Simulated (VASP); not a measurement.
# Pd (Fm-3m) in VASP: a series of runs

One crystal, Pd, is run at these levels: r2SCAN, PBEsol; tasks: equation of state.

Everything below comes from runs of VASP 6.6.1. Logs are shortened: lines on timing, memory, paths and dates and some standing lists are left out, and cuts for length are marked.

## (1) Starting point

Symmetry: Fm-3m, No. 225, cubic system. Conventional cell: a = 3.893 Å, b = 3.893 Å, c = 3.893 Å, α = 90.00°, β = 90.00°, γ = 90.00°. Around Pd (site symmetry m-3m) lie 12 Pd at 2.75 Å.

## (2) Equation of state, r2SCAN

Potentials or basis: VASP PAW PBE potentials, release 64 (Pd).

This step only gathers the single runs of the series.

Results:

```
Equilibrium volume                      : 14.97 Å³/atom
Bulk modulus                            : 187 GPa
Pressure derivative of the bulk modulus : 5.5
```

Energy against volume, from the lowest point:
```
volume (Å³/atom)  energy (meV/atom)
          13.865              55.82
          14.160              28.51
          14.455              10.86
          14.750               1.69
          15.045               0.00
          15.340               4.88
          15.635              15.52
```

Caveat: the PAW data sets were made with another functional, which shifts forces and pressure a little. Zero-point motion and thermal expansion aren't in these numbers.

## (3) Equation of state, PBEsol, 13.94 Å³/atom (a relaxed cell with its volume scaled by 0.96)

File INCAR:

```
ALGO = Normal
EDIFF = 1E-6
ENCUT = 520
GGA = PS
ISIF = 2
ISMEAR = -1
LASPH = T
LCHARG = F
LREAL = F
LWAVE = F
NELM = 60
PREC = Accurate
SIGMA = 0.05
```

File KPOINTS:

```
k-points
0
Gamma
  10 10 10
```

File POSCAR:

```
Pd                                      
1.0
    0.0000000000      1.9101485173      1.9101485173
    1.9101485173      0.0000000000      1.9101485173
    1.9101485173      1.9101485173      0.0000000000
  Pd            
     1
Direct
     0.0000000000000000    0.0000000000000000    0.0000000000000000
```

Potentials or basis: VASP PAW PBE potentials, release 64 (Pd).

The run is started by

```console
cat potpaw_PBE.64/Pd/POTCAR > POTCAR
mpirun -np 1 vasp_std > vasp.out
```

OUTCAR:

```text
EDIFF = 1E-6
   ENCUT = 520
   GGA = PS
   ISIF = 2
   ISMEAR = -1
   LASPH = T
   LREAL = F
   NELM = 60
   PREC = Accurate

 ion  position               nearest neighbor table
   1  0.000  0.000  0.000-

  LATTYP: Found a face centered cubic cell.
 ALAT       =     3.8202970346

  Lattice vectors:

 A1 = (   0.0000000000,   1.9101485173,   1.9101485173)
 A2 = (   1.9101485173,   0.0000000000,   1.9101485173)
 A3 = (   1.9101485173,   1.9101485173,   0.0000000000)

Analysis of symmetry for initial positions (statically):
=====================================================================
 Subroutine PRICEL returns:
 Original cell was already a primitive cell.

 Routine SETGRP: Setting up the symmetry group for a
 face centered cubic supercell.

 Subroutine GETGRP returns: Found 48 space group operations
 (whereof 48 operations were pure point group operations)
 out of a pool of 48 trial point group operations.

The static configuration has the point symmetry O_h .

Analysis of symmetry for dynamics (positions and initial velocities):
=====================================================================
 Subroutine PRICEL returns:
 Original cell was already a primitive cell.

 Routine SETGRP: Setting up the symmetry group for a
 face centered cubic supercell.

 Subroutine GETGRP returns: Found 48 space group operations
 (whereof 48 operations were pure point group operations)
 out of a pool of 48 trial point group operations.

The dynamic configuration has the point symmetry O_h .

 Subroutine INISYM returns: Found 48 space group operations
 (whereof 48 operations are pure point group operations),
 and found     1 'primitive' translations

----------------------------------------------------------------------------------------

                                     Primitive cell

[... 109 lines left out ...]
  volume/ion in A,a.u.               =      13.94        94.06
  Fermi-wavevector in a.u.,A,eV,Ry     =   1.465540  2.769469 29.222698  2.147808
  Thomas-Fermi vector in A             =   2.581385
   LORBIT       =      0    0 simple, 1 ext, 2 COOP (PROOUT), +10 PAW based schemes
   GGA     = PS    functional components
   LHFCALC =     F    Hartree Fock is set to
   AEXX    =    0.0000 exact exchange contribution
   IVDW    =     0    specifies the selected vdW correction
   LEPSILON=     F    determine dielectric tensor
   LRPA    =     F    only Hartree local field effects (RPA)
 non-spin polarized calculation
  energy-cutoff  :      520.00
  volume of cell :       13.94
 maximum number of plane-waves:       388
   NGX =  9   NGY =  9   NGZ =  9

 number of electron      10.0000004 magnetization

 Free energy of the ion-electron system (eV)
  ---------------------------------------------------
  ext. energy  EPLUGINS =         0.00000000
  ---------------------------------------------------
  free energy    TOTEN  =        -5.96465351 eV

  energy without entropy =       -5.95132513  energy(sigma->0) =       -5.95798932

 E-fermi :  10.6451     XC(G=0): -13.7327

 val. band max:       10.6280216203   @ k =   0.5000   0.1000   0.0000
 cond. band min:      10.6769892461   @ k =   0.5000   0.2000   0.0000
 fundamental gap:      0.0489676258
 Fermi energy:        10.6450557116

 k-point     1 :       0.0000    0.0000    0.0000
  band No.  band energies     occupation
      1       2.9177      2.00000
      2       7.4958      2.00000
      3       7.4958      2.00000
      4       7.4958      2.00000
      5       9.2849      2.00000
      6       9.2849      2.00000
      7      27.7454      0.00000
      8      32.8405      0.00000
      9      32.8405      0.00000
[... 265 lines left out ...]
 k-point    24 :       0.4000    0.3000    0.0000
  band No.  band energies     occupation
      1       5.3074      2.00000
      2       5.6022      2.00000
      3       9.0053      2.00000
      4       9.5745      2.00000
      5      10.5373      1.79245
      6      11.6534      0.00000
      7      24.6632      0.00000
      8      26.3818      0.00000
      9      26.6098      0.00000

 [... further k-points ...]

------------------------ aborting loop because EDIFF is reached ----------------------------------------

  FORCE on cell =-STRESS in cart. coord.  units (eV):
  Direction    XX          YY          ZZ          XY          YZ          ZX
  --------------------------------------------------------------------------------------
  -------------------------------------------------------------------------------------
  Total        0.8173397      0.8173397      0.8173397      0.0000000     -0.0000000     -0.0000000
  in kB       93.9467548     93.9467548     93.9467548      0.0000000     -0.0000000     -0.0000000
  external PRESSURE =      93.9467548 kB  Pullay stress =       0.0000000 kB

 VOLUME and BASIS-vectors are now :
 -----------------------------------------------------------------------------
  energy-cutoff  :      520.00
  volume of cell :       13.94
      direct lattice vectors                 reciprocal lattice vectors
     0.000000000  1.910148517  1.910148517    -0.261759751  0.261759751  0.261759751
     1.910148517  0.000000000  1.910148517     0.261759751 -0.261759751  0.261759751
     1.910148517  1.910148517  0.000000000     0.261759751  0.261759751 -0.261759751

 POSITION                                       TOTAL-FORCE (eV/Angst)
 -----------------------------------------------------------------------------------
      0.00000      0.00000      0.00000         0.000000      0.000000      0.000000
 -----------------------------------------------------------------------------------
    total drift:                                0.000000      0.000000      0.000000

  FREE ENERGIE OF THE ION-ELECTRON SYSTEM (eV)
  ---------------------------------------------------
  free  energy   TOTEN  =        -5.9646535086 eV

  energy  without entropy=       -5.9513251347  energy(sigma->0) =       -5.95798932
```

OSZICAR:

```text
N       E                     dE             d eps       ncg     rms          rms(c)
DAV:   1     0.379529139761E+02    0.37953E+02   -0.54013E+03   846   0.105E+03
DAV:   2    -0.603138751238E+01   -0.43984E+02   -0.42880E+02   914   0.195E+02
DAV:   3    -0.634550471331E+01   -0.31412E+00   -0.31347E+00  1008   0.200E+01
DAV:   4    -0.634687730717E+01   -0.13726E-02   -0.13725E-02   952   0.117E+00
DAV:   5    -0.634689114878E+01   -0.13842E-04   -0.13841E-04  1012   0.102E-01    0.976E+00
DAV:   6    -0.598786334068E+01    0.35903E+00   -0.15237E+00   864   0.118E+01    0.443E+00
DAV:   7    -0.596995037302E+01    0.17913E-01   -0.23941E-02  1010   0.137E+00    0.219E+00
DAV:   8    -0.596465497502E+01    0.52954E-02   -0.15140E-03   940   0.371E-01    0.117E-01
DAV:   9    -0.596464886951E+01    0.61055E-05   -0.92146E-06  1106   0.305E-02    0.108E-02
DAV:  10    -0.596465361023E+01   -0.47407E-05   -0.14253E-06   957   0.101E-02    0.286E-03
DAV:  11    -0.596465350861E+01    0.10161E-06   -0.26264E-08   471   0.147E-03
   1 F= -.59646535E+01 E0= -.59579893E+01  d E =-.133284E-01
```

stdout:

```text
POSCAR found type information on POSCAR Pd
 POSCAR found :  1 types and       1 ions
 scaLAPACK will be used
 -----------------------------------------------------------------------------
|                                                                             |
|                                                                             |
|     You enforced a specific xc type in the INCAR file but a different       |
|     I HOPE YOU KNOW WHAT YOU ARE DOING!                                     |
|                                                                             |
 -----------------------------------------------------------------------------

 LDA part: xc-table for (Slater+PW92), standard interpolation
 POSCAR, INCAR and KPOINTS ok, starting setup
 FFT: planning ... GRIDC
 FFT: planning ... GRID_SOFT
 FFT: planning ... GRID
 WAVECAR not read
 entering main loop
```

Wall time 6.8 s (1 thread of Intel Xeon Platinum 8488C (Sapphire Rapids), shared host); peak memory 0.12 GiB.

Results:

- Free energy: -5.9647 eV
- Pressure: 9.4 GPa
- Band gap on the k mesh: none (metal or under the smearing width)

Caveat: the PAW data sets were made with another functional, which shifts forces and pressure a little.

## (4) Equation of state, PBEsol, 14.23 Å³/atom (a relaxed cell with its volume scaled by 0.98)

INCAR is that of step 3.

KPOINTS is that of step 3.

File POSCAR:

```
Pd                                      
1.0
    0.0000000000      1.9233223716      1.9233223716
    1.9233223716      0.0000000000      1.9233223716
    1.9233223716      1.9233223716      0.0000000000
  Pd            
     1
Direct
     0.0000000000000000    0.0000000000000000    0.0000000000000000
```

The run is started by

```console
cat potpaw_PBE.64/Pd/POTCAR > POTCAR
mpirun -np 1 vasp_std > vasp.out
```

It took 8 s on 1 thread of Intel Xeon Platinum 8488C (Sapphire Rapids), shared host; peak memory 0.12 GiB.

Results (log left out):

```
Free energy            : -5.9773 eV
Pressure               : 4.4 GPa
Band gap on the k mesh : none (metal or under the smearing width)
```

Caveat: the PAW data sets were made with another functional, which shifts forces and pressure a little.

## (5) Equation of state, PBEsol, 14.52 Å³/atom

INCAR is that of step 4.

KPOINTS is that of step 4.

File POSCAR:

```
Pd                                      
1.0
    0.0000000000      1.9363181873      1.9363181873
    1.9363181873      0.0000000000      1.9363181873
    1.9363181873      1.9363181873      0.0000000000
  Pd            
     1
Direct
     0.0000000000000000    0.0000000000000000    0.0000000000000000
```

The run is started by

```console
cat potpaw_PBE.64/Pd/POTCAR > POTCAR
mpirun -np 1 vasp_std > vasp.out
```

It used 4.1 s of CPU time on 1 thread of Intel(R) Xeon(R) Platinum 8488C (Sapphire Rapids) (shared host), which was overloaded at the time.

Results (log left out):

| Quantity | Value |
| --- | --- |
| Free energy | -5.9814 eV |
| Pressure | 0.0 GPa |
| Band gap on the k mesh | none (metal or under the smearing width) |

Caveat: the PAW data sets were made with another functional, which shifts forces and pressure a little.

## (6) Equation of state, PBEsol, 14.81 Å³/atom (a relaxed cell with its volume scaled by 1.02)

INCAR is that of step 5.

KPOINTS is that of step 5.

File POSCAR:

```
Pd                                      
1.0
    0.0000000000      1.9491418602      1.9491418602
    1.9491418602      0.0000000000      1.9491418602
    1.9491418602      1.9491418602      0.0000000000
  Pd            
     1
Direct
     0.0000000000000000    0.0000000000000000    0.0000000000000000
```

Potentials or basis: VASP PAW PBE potentials, release 64 (Pd).

The run is started by

```console
cat potpaw_PBE.64/Pd/POTCAR > POTCAR
mpirun -np 1 vasp_std > vasp.out
```

It used 4.7 s of CPU time on 1 thread of Intel(R) Xeon(R) Platinum 8488C (Sapphire Rapids), on a shared host, which was overloaded at the time.

Results (log left out):

```
Free energy            : -5.9780 eV
Pressure               : -3.8 GPa
Band gap on the k mesh : none (metal or under the smearing width)
```

Caveat: the PAW data sets were made with another functional, which shifts forces and pressure a little.

## (7) Equation of state, PBEsol, 15.10 Å³/atom (a relaxed cell with its volume scaled by 1.04)

INCAR is that of step 6.

KPOINTS is that of step 6.

File POSCAR:

```
Pd                                      
1.0
    0.0000000000      1.9617989802      1.9617989802
    1.9617989802      0.0000000000      1.9617989802
    1.9617989802      1.9617989802      0.0000000000
  Pd            
     1
Direct
     0.0000000000000000    0.0000000000000000    0.0000000000000000
```

The run is started by

```console
cat potpaw_PBE.64/Pd/POTCAR > POTCAR
mpirun -np 1 vasp_std > vasp.out
```

It used 3.6 s of CPU time on 1 thread of Intel(R) Xeon(R) Platinum 8488C (Sapphire Rapids), on a shared host, which was overloaded at the time.

The run converged. Its results:

* Free energy: -5.9681 eV
* Pressure: -7.4 GPa
* Band gap on the k mesh: none (metal or under the smearing width)

Caveat: the PAW data sets were made with another functional, which shifts forces and pressure a little.

## (8) Equation of state, PBEsol

This run uses another cell than the first one, of 14.52 Å³/atom, 0.984 times its volume.

No new run: the results of the series are fitted here.

Results:

```
Equilibrium volume                      : 14.53 Å³/atom
Bulk modulus                            : 205 GPa
Pressure derivative of the bulk modulus : 5.5 (rough: it moves with the points fitted)
```

Energy against volume, from the lowest point:
```csv
volume (Å³/atom),energy (meV/atom)
13.939,16.71
14.229,4.09
14.520,0.00
14.810,3.35
15.101,13.28
```

Caveat: the PAW data sets were made with another functional, which shifts forces and pressure a little.

## (9) For comparison

An earlier run on the cell as given: functional PBEsol; potentials or basis VASP PAW PBE potentials, release 64 (Pd); cutoff 520 eV; k mesh 12 × 12 × 12; occupations fermi-dirac, width 0.05 eV; no spin polarisation.

* Pressure: -3.2 GPa
* Band gap on the k mesh: none (metal or under the smearing width)

## (10) Overview

```tsv
task	level	cell	k mesh	ladder	V0 of scaled cells (Å³/atom)	B0 (GPa)
equation of state	r2SCAN	Fm-3m, 14.75 Å³/atom	12 × 12 × 12	-	14.97	187
equation of state	PBEsol	Fm-3m, 14.52 Å³/atom	10 × 10 × 10	gaps	14.53	205
single point	PBEsol	Fm-3m, 14.75 Å³/atom	12 × 12 × 12	free	-	-
```

Alike in all rows: potentials or basis VASP PAW PBE potentials, release 64 (Pd); no spin polarisation; cutoff (eV) 520; smearing fermi-dirac 0.05 eV.

Caveats: the PAW data sets were made with another functional, which shifts forces and pressure a little.

Absolute energies hang on the potentials; compare differences alone.
